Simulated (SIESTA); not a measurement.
# V under changes of volume

One of the cells (13.872 Å³/atom); the others are scaled copies at fixed shape and fractional positions:

```
V
1.0
     2.60429    0.00000    0.00000
    -1.30215    2.25538    0.00000
     0.00000    0.00000    4.72334
V
2
Direct
  0.33333 0.66667 0.25000
  0.66667 0.33333 0.75000
```

This isn't the form of V at room conditions, which is bcc.

| Item | Value |
| --- | --- |
| Program | SIESTA 5.4.2 |
| Functional | PBEsol |
| Potentials or basis | PseudoDojo 0.4 standard (PBEsol files) |
| Basis | DZP (energy shift 0.003 Ry; two zetas on semicore shells) |
| Grid cutoff | 800 Ry |
| Energy shift | 0.003 Ry |
| k mesh | 9 × 9 × 4 |
| Occupations | fermi-dirac, width 0.05 eV |
| Spin | collinear spin, ferromagnetic start |
| Starting moments | [2.0, 2.0] μB |

| volume (Å³/atom) | energy over the lowest point (meV/atom) | pressure (GPa) |
| --- | --- | --- |
| 13.039 | 5.93 | 5.7 |
| 13.317 | 0.00 | 1.4 |
| 13.594 | 0.96 | -2.4 |
| 13.872 | 8.21 | -5.9 |
| 14.149 | 21.42 | -9.2 |
| 14.427 | 39.96 | -12.1 |
| 14.704 | ? | ? |

Question: What does the run at 14.704 Å³/atom give?

Answer: Energy over the lowest point 63.19 meV/atom; pressure -14.5 GPa.

Worked out: A Birch-Murnaghan fit of order 3 (a polynomial in V^(-2/3)) to the other rows has its minimum at 13.41 Å³/atom with B0 = V·E''(V) = 186 GPa and B' = 2.9 at fixed shape and positions, which overstates the stiffness. It gives 63.47 meV/atom at 14.704 Å³/atom, against the run's 63.19, and -dE/dV = -15.0 GPa, against -14.5.

Energies are extrapolated to zero smearing.

Caveats: the basis of atomic orbitals isn't converged, which shifts pressures, moduli and gaps.
